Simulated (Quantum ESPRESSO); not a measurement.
# GaN (F-43m) in Quantum ESPRESSO: further runs, part 2 of 3

Quantum ESPRESSO 7.5.

**3. Phonons, PBE, target pressure 20 GPa, at which the enthalpy is minimised**

Input file pw.in:

```
&CONTROL
  calculation = 'scf'
  prefix = 'pwscf'
  outdir = './tmp'
  pseudo_dir = './pseudo'
  tprnfor = .true.
  tstress = .true.
  disk_io = 'low'
/
&SYSTEM
  ibrav = 0
  A = 3.18693112
  nat = 2
  ntyp = 2
  ecutwfc = 45
  ecutrho = 360
  nbnd = 19
  occupations = 'smearing'
  smearing = 'fd'
  degauss = 0.00367493
/
&ELECTRONS
  conv_thr = 4d-10
  electron_maxstep = 120
  mixing_beta = 0.5
/
ATOMIC_SPECIES
Ga    69.7230 ga_pbe_v1.4.uspp.F.UPF
N     14.0070 n_pbe_v1.2.uspp.F.UPF
CELL_PARAMETERS alat
   0.0000000000    0.7071067816    0.7071067816
   0.7071067816    0.0000000000    0.7071067816
   0.7071067816    0.7071067816    0.0000000000
ATOMIC_POSITIONS alat
Ga     0.0000000000    0.0000000000    0.0000000000
N      0.3535533908    0.3535533908    0.3535533908
K_POINTS automatic
8 8 8 1 1 1
```

Input file relax.in:

```
&CONTROL
  calculation = 'vc-relax'
  prefix = 'pwscf'
  outdir = './tmp'
  pseudo_dir = './pseudo'
  tprnfor = .true.
  tstress = .true.
  disk_io = 'low'
  nstep = 40
  forc_conv_thr = 0.0001
  etot_conv_thr = 1d-06
/
&SYSTEM
  ibrav = 0
  A = 3.18693112
  nat = 2
  ntyp = 2
  ecutwfc = 45
  ecutrho = 360
  nbnd = 19
  occupations = 'smearing'
  smearing = 'fd'
  degauss = 0.00367493
/
&ELECTRONS
  conv_thr = 4d-10
  electron_maxstep = 120
  mixing_beta = 0.5
/
&IONS
  ion_dynamics = 'bfgs'
/
&CELL
  cell_dynamics = 'bfgs'
  press = 200
  press_conv_thr = 0.2
/
ATOMIC_SPECIES
Ga    69.7230 ga_pbe_v1.4.uspp.F.UPF
N     14.0070 n_pbe_v1.2.uspp.F.UPF
CELL_PARAMETERS alat
   0.0000000000    0.7071067816    0.7071067816
   0.7071067816    0.0000000000    0.7071067816
   0.7071067816    0.7071067816    0.0000000000
ATOMIC_POSITIONS alat
Ga     0.0000000000    0.0000000000    0.0000000000
N      0.3535533908    0.3535533908    0.3535533908
K_POINTS automatic
8 8 8 1 1 1
```

Input file scf2.in:

```
&CONTROL
  calculation = 'scf'
  prefix = 'pwscf'
  outdir = './tmp'
  pseudo_dir = './pseudo'
  tprnfor = .true.
  tstress = .true.
  disk_io = 'low'
/
&SYSTEM
  ibrav = 0
  A = 3.11600684
  nat = 2
  ntyp = 2
  ecutwfc = 45
  ecutrho = 360
  nbnd = 19
  occupations = 'fixed'
/
&ELECTRONS
  conv_thr = 1d-13
  electron_maxstep = 120
  mixing_beta = 0.5
  startingpot = 'file'
  startingwfc = 'file'
/
ATOMIC_SPECIES
Ga    69.7230 ga_pbe_v1.4.uspp.F.UPF
N     14.0070 n_pbe_v1.2.uspp.F.UPF
CELL_PARAMETERS alat
   0.0000000000    0.7071067814    0.7071067814
   0.7071067814    0.0000000000    0.7071067814
   0.7071067814    0.7071067814    0.0000000000
ATOMIC_POSITIONS alat
Ga     0.0000000000    0.0000000000    0.0000000000
N      0.3535533907    0.3535533907    0.3535533907
K_POINTS automatic
8 8 8 1 1 1
```

Input file ph.in:

```
phonons of GaN
&INPUTPH
  prefix = 'pwscf'
  outdir = './tmp'
  tr2_ph = 1d-16
  fildyn = 'dyn'
  niter_ph = 60
  alpha_mix(1) = 0.7
  epsil = .true.
/
0.0000000000 0.0000000000 0.0000000000
```

Input file dynmat.in:

```
&INPUT
  fildyn = 'dyn'
  asr = 'crystal'
  lperm = .true.
  filout = 'dynmat.disp'
  fileig = 'dynmat.eig'
/
```

Input file dynmat_lo.in:

```
&INPUT
  fildyn = 'dyn'
  asr = 'crystal'
  filout = 'dynmat_lo.disp'
  fileig = 'dynmat_lo.eig'
  q(1) = 0
  q(2) = 0
  q(3) = 1
/
```

Potentials or basis: GBRV 1.5 PBE.

Run with:

```bash
> OMP_NUM_THREADS=1 pw.x -in pw.in > pw.out
> OMP_NUM_THREADS=1 pw.x -in relax.in > relax.out
> OMP_NUM_THREADS=1 pw.x -in scf2.in > scf2.out
> OMP_NUM_THREADS=1 ph.x -in ph.in > ph.out
> OMP_NUM_THREADS=1 dynmat.x -in dynmat.in > dynmat.out
> OMP_NUM_THREADS=1 dynmat.x -in dynmat_lo.in > dynmat_lo.out
```

pw.out:

```text
This program is part of the open-source Quantum ESPRESSO suite
     for quantum simulation of materials; please cite
[... 9 lines left out ...]
     --------------------
     sticks:   dense  smooth     PW     G-vecs:    dense   smooth      PW
     Sum         913     439    151                17933     6231    1243

     Using Slab Decomposition

     bravais-lattice index     =            0
     lattice parameter (alat)  =       6.0224  a.u.
     unit-cell volume          =     154.4542 (a.u.)^3
     number of atoms/cell      =            2
     number of atomic types    =            2
     number of electrons       =        24.00
     number of Kohn-Sham states=           19
     kinetic-energy cutoff     =      45.0000  Ry
     charge density cutoff     =     360.0000  Ry
     scf convergence threshold =      4.0E-10
     mixing beta               =       0.5000
     number of iterations used =            8  plain     mixing
     Exchange-correlation= SLA  PW   PBE  PBE
                           (   1   4   3   4   0   0   0)

     celldm(1)=   6.022427  celldm(2)=   0.000000  celldm(3)=   0.000000
     celldm(4)=   0.000000  celldm(5)=   0.000000  celldm(6)=   0.000000

     crystal axes: (cart. coord. in units of alat)
               a(1) = (   0.000000   0.707107   0.707107 )
               a(2) = (   0.707107   0.000000   0.707107 )
               a(3) = (   0.707107   0.707107   0.000000 )

     reciprocal axes: (cart. coord. in units 2 pi/alat)
               b(1) = ( -0.707107  0.707107  0.707107 )
               b(2) = (  0.707107 -0.707107  0.707107 )
               b(3) = (  0.707107  0.707107 -0.707107 )

     PseudoPot. # 1 for Ga read from file:
     ga_pbe_v1.4.uspp.F.UPF
     Pseudo is Ultrasoft + core correction, Zval = 19.0
     Generated by new atomic code, or converted to UPF format
     Using radial grid of  871 points,  6 beta functions with:
                l(1) =   0
                l(2) =   0
                l(3) =   1
                l(4) =   1
                l(5) =   2
                l(6) =   2
     Q(r) pseudized with  8 coefficients,  rinner =    1.250   1.250   1.250
                                                       1.250   1.250

     PseudoPot. # 2 for N  read from file:
     n_pbe_v1.2.uspp.F.UPF
     Pseudo is Ultrasoft + core correction, Zval =  5.0
     Generated by new atomic code, or converted to UPF format
     Using radial grid of  729 points,  4 beta functions with:
                l(1) =   0
                l(2) =   0
                l(3) =   1
                l(4) =   1
     Q(r) pseudized with  8 coefficients,  rinner =    0.900   0.900   0.900

     atomic species   valence    mass     pseudopotential
     Ga               19.00    69.72300     Ga( 1.00)
     N                 5.00    14.00700     N ( 1.00)

     24 Sym. Ops. (no inversion) found

   Cartesian axes

     site n.     atom                  positions (alat units)
         1        Ga     tau(   1) = (   0.0000000   0.0000000   0.0000000  )
         2        N      tau(   2) = (   0.3535534   0.3535534   0.3535534  )

     number of k points=    60  Fermi-Dirac smearing, width (Ry)=  0.0037
                       cart. coord. in units 2pi/alat
        k(    1) = (   0.0441942   0.0441942   0.0441942), wk =   0.0078125
        k(    2) = (   0.1325825   0.1325825  -0.0441942), wk =   0.0234375
        k(    3) = (   0.2209709   0.2209709  -0.1325825), wk =   0.0234375
        k(    4) = (   0.3093592   0.3093592  -0.2209709), wk =   0.0234375
        k(    5) = (  -0.3093592  -0.3093592   0.3977476), wk =   0.0234375
        k(    6) = (  -0.2209709  -0.2209709   0.3093592), wk =   0.0234375
[... 52 lines left out ...]
        k(   59) = (   0.3093592   0.3093592   0.3093592), wk =   0.0078125
        k(   60) = (  -0.3093592  -0.3093592   0.9280776), wk =   0.0234375

     Dense  grid:    17933 G-vectors     FFT dimensions: (  40,  40,  40)

     Smooth grid:     6231 G-vectors     FFT dimensions: (  25,  25,  25)

     Initial potential from superposition of free atoms

     starting charge      23.0000, renormalised to      24.0000
     Starting wfcs are   16 randomized atomic wfcs +    3 random wfcs

     Self-consistent Calculation

     iteration #  1     ecut=    45.00 Ry     beta= 0.50
     Davidson diagonalization with overlap
     ethr =  1.00E-02,  avg # of iterations =  5.5

     total energy              =    -432.92338104 Ry
     estimated scf accuracy    <       5.57071115 Ry

     iteration #  2     ecut=    45.00 Ry     beta= 0.50
     Davidson diagonalization with overlap
     ethr =  1.00E-02,  avg # of iterations =  2.0
[... 50 lines left out ...]
     total energy              =    -435.54855325 Ry
     estimated scf accuracy    <          1.1E-09 Ry

     iteration # 10     ecut=    45.00 Ry     beta= 0.50
     Davidson diagonalization with overlap
     ethr =  4.73E-12,  avg # of iterations =  2.2

     End of self-consistent calculation

          k = 0.0442 0.0442 0.0442 (   785 PWs)   bands (ev):

   -81.8683 -81.8678 -81.8678  -5.0570  -2.5822  -2.5822  -2.5736  -2.2661
    -2.2661  10.3116  10.7861  10.7861  12.9934  20.9292  21.2188  21.2188
    28.5953  28.8311  28.8311

          k = 0.1326 0.1326-0.0442 (   794 PWs)   bands (ev):

   -81.8687 -81.8682 -81.8682  -4.8417  -2.5596  -2.5509  -2.4828  -2.2751
    -2.2583   8.8348  10.3099  10.6934  14.1382  20.1554  21.4562  21.4715
    26.9847  27.3866  29.3091
[... 343 lines left out ...]
          k =-0.3094-0.3094 0.9281 (   788 PWs)   bands (ev):

   -81.8692 -81.8688 -81.8686  -4.1418  -2.4955  -2.4687  -2.2467  -2.2271
    -0.9263   4.0414   8.8994   9.6661  16.3482  18.7128  21.1476  21.6689
    27.4091  29.8596  29.8729

     the Fermi energy is    11.8779 ev

!    total energy              =    -435.54855325 Ry
     estimated scf accuracy    <          2.3E-11 Ry
     smearing contrib. (-TS)   =      -0.00000000 Ry
     internal energy E=F+TS    =    -435.54855325 Ry

     The total energy is F=E-TS. E is the sum of the following terms:
     one-electron contribution =    -337.19529674 Ry
     hartree contribution      =     181.40866716 Ry
     xc contribution           =     -54.08092568 Ry
     ewald contribution        =    -225.68099800 Ry

     convergence has been achieved in  10 iterations

     Forces acting on atoms (cartesian axes, Ry/au):

     atom    1 type  1   force =    -0.00000000   -0.00000000    0.00000000
     atom    2 type  2   force =     0.00000000    0.00000000   -0.00000000

     Total force =     0.000000     Total SCF correction =     0.000000

     Computing stress (Cartesian axis) and pressure

          total   stress  (Ry/bohr**3)                   (kbar)     P=       46.50
   0.00031610   0.00000000   0.00000000           46.50        0.00        0.00
   0.00000000   0.00031610   0.00000000            0.00       46.50        0.00
   0.00000000   0.00000000   0.00031610            0.00        0.00       46.50

=------------------------------------------------------------------------------=
   JOB DONE.
=------------------------------------------------------------------------------=
```

relax.out:

```text
This program is part of the open-source Quantum ESPRESSO suite
     for quantum simulation of materials; please cite
[... 9 lines left out ...]
     --------------------
     sticks:   dense  smooth     PW     G-vecs:    dense   smooth      PW
     Sum         913     439    151                17933     6231    1243
[... 3097 lines left out ...]
   0.00134614   0.00000000   0.00000000          198.02        0.00        0.00
   0.00000000   0.00134614  -0.00000000            0.00      198.02       -0.00
   0.00000000   0.00000000   0.00134614            0.00        0.00      198.02

=------------------------------------------------------------------------------=
   JOB DONE.
=------------------------------------------------------------------------------=
```

scf2.out:

```text
This program is part of the open-source Quantum ESPRESSO suite
     for quantum simulation of materials; please cite
[... 9 lines left out ...]
     --------------------
     sticks:   dense  smooth     PW     G-vecs:    dense   smooth      PW
     Sum         859     433    151                16625     5961    1139
[... 536 lines left out ...]
   0.00134608  -0.00000000  -0.00000000          198.02       -0.00       -0.00
  -0.00000000   0.00134608   0.00000000           -0.00      198.02        0.00
  -0.00000000   0.00000000   0.00134608           -0.00        0.00      198.02

=------------------------------------------------------------------------------=
   JOB DONE.
=------------------------------------------------------------------------------=
```

Run time: 5 min. Hardware: 1 thread of Arm Neoverse V2, shared host; peak memory 0.11 GiB.

What came out:

- Free energy: -5925.8216 eV
- Relaxed volume: 10.70 Å³/atom
- Relaxed cell: a = 3.116 Å, b = 3.116 Å, c = 3.116 Å, α = 60.00°, β = 60.00°, γ = 60.00°
- Space group after relaxing (to 0.05 Å): F-43m (No. 216)
- Pressure after relaxing: 19.8 GPa
- Electronic dielectric tensor (diagonal): 5.55
- Born charges (mean of the diagonal): Ga +2.65; N -2.64 e
- Highest phonon frequency at Γ, LO-TO splitting left out: 594 cm⁻¹
- Static dielectric tensor (diagonal): 9.45

Step by step:
| step | energy change (eV) | largest force (eV/Å) | pressure (GPa) | volume (Å³) |
| --- | --- | --- | --- | --- |
| 1 | 0.0000 | 0.0000 | 4.65 | 22.89 |
| 2 | 0.1445 | 0.0000 | 23.13 | 21.14 |
| 3 | 0.1075 | 0.0000 | 19.69 | 21.42 |
| 4 | 0.1107 | 0.0000 | 19.99 | 21.39 |
| 5 | 0.1108 | 0.0000 | 20.00 | 21.39 |

Final structure:
```
CELL_PARAMETERS angstrom
0.00000 2.20335 2.20335
2.20335 0.00000 2.20335
2.20335 2.20335 0.00000
ATOMIC_POSITIONS crystal
Ga 0.00000 0.00000 0.00000
N 0.25000 0.25000 0.25000
```

Levels at points of the mesh, in eV from the valence-band top:
```csv
k point,band 8,band 9,band 10,band 11,band 12,band 13,band 14,band 15,band 16,band 17
"(0.06, 0.06, 0.06)",-13.05,-13.05,-0.45,0.00,0.00,2.61,10.57,10.87,10.87,18.49
```

Phonon frequencies in cm⁻¹ (negative: imaginary):
```
              q point        frequencies
(0.000, 0.000, 0.000)  4 4 4 594 594 594
```

Electronic dielectric tensor:
```
5.55 0.00 0.00
0.00 5.55 0.00
0.00 0.00 5.55
```

Born effective charge tensors (e):
atom 1, Ga
```
2.65 0.00 0.00
0.00 2.65 0.00
0.00 0.00 2.65
```
atom 2, N
```
-2.64  0.00  0.00
 0.00 -2.64  0.00
 0.00  0.00 -2.64
```

Optical modes at Γ, degenerate ones joined, polar ones without the macroscopic field:
```csv
cm⁻¹,components,symmetry,active in,"IR intensity, summed ((D/Å)²/amu)"
594,3,T2,IR and Raman,41.50
```

Zone-centre frequencies without and with the macroscopic field along z (cm⁻¹):
```tsv
	optical modes in rising order
without	594 594 594
with the field	594 594 776
```

Static dielectric tensor, electrons and zone-centre modes:
```
9.45 0.00 0.00
0.00 9.45 0.00
0.00 0.00 9.45
```

Caveat: the cell is more than 3 GPa from zero pressure, which shifts response properties.

[end of part 2 of 3]
